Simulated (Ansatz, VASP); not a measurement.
# One calculation of PtSe2, two programs

INCAR

```
PREC = Accurate
ENCUT = 520
EDIFF = 1E-7
ISMEAR = 0
SIGMA = 0.15
LREAL = F
LASPH = T
NELM = 80
ALGO = Normal
ISIF = 2
LWAVE = F
LCHARG = T
GGA = PE
LELF = T
LVHAR = T
NBANDS = 18
```

Contents of KPOINTS:

```
Automatic mesh
0
Gamma
  12 12 10
```

File POSCAR:

```
PtSe2
1.0
    3.6681405955      0.0000000000      0.0000000000
   -1.8340702978      3.1767029404      0.0000000000
    0.0000000000      0.0000000000      5.1379300000
Pt Se
1 2
Direct
    0.0000000000      0.0000000000      0.0000000000
    0.3333333333      0.6666666667      0.2500000000
    0.6666666667      0.3333333333      0.7500000000
```

Input for Ansatz:

```yaml
crystal:
  lattice:
    - [3.6681405955, 0.0, 0.0]
    - [-1.8340702978, 3.1767029404, 0.0]
    - [0.0, 0.0, 5.13793]
  atoms:
    - { symbol: Pt, position: [0.0, 0.0, 0.0] }
    - { symbol: Se, position: [0.3333333333, 0.6666666667, 0.25] }
    - { symbol: Se, position: [0.6666666667, 0.3333333333, 0.75] }
basis:
  ecutwfc: 420
kpoints:
  mp_grid: { grid: [12, 12, 10] }
hamiltonian:
  xc: pbe
scf:
  occupations: { method: gaussian, width: 0.15 }
output:
  forces: true
  stress: true
  eigenvalues: true
```

Change from the starting cell: strain -0.015 along x and y, +0.015 along z, atoms carried along.

Alike in both runs: task single point; functional PBE; k mesh 12 × 12 × 10; occupations gaussian, width 0.15 eV; no spin polarisation.

```csv
,VASP,Ansatz
version,VASP 6.6.1,Ansatz 0.2.0
potentials or method,"VASP PAW PBE potentials, release 64 (Pt, Se)","scalar-relativistic, plane waves, PAW"
plane-wave cutoff (eV),520,420
valence electrons in the cell,22,50
```

|  | VASP | Ansatz | Ansatz less VASP |
| --- | --- | --- | --- |
| gap on the k mesh at the Fermi level (eV) | none | none | - |
| pressure (GPa) | 10.7 | 10.7 | -0.01 |
| largest component of the traceless stress (GPa) | 2.99 | 2.98 | -0.013 |
| rms of the force components (eV/Å) | 0.345 | 0.342 | -0.0034 |

Atom by atom the forces differ by 0.003 eV/Å (rms over components). A gap of «none» marks a metal or a gap that the smearing closes. The two sets of potentials don't hold the same shells in valence.

The runs have no spin-orbit coupling, so splittings on Pt are missing.
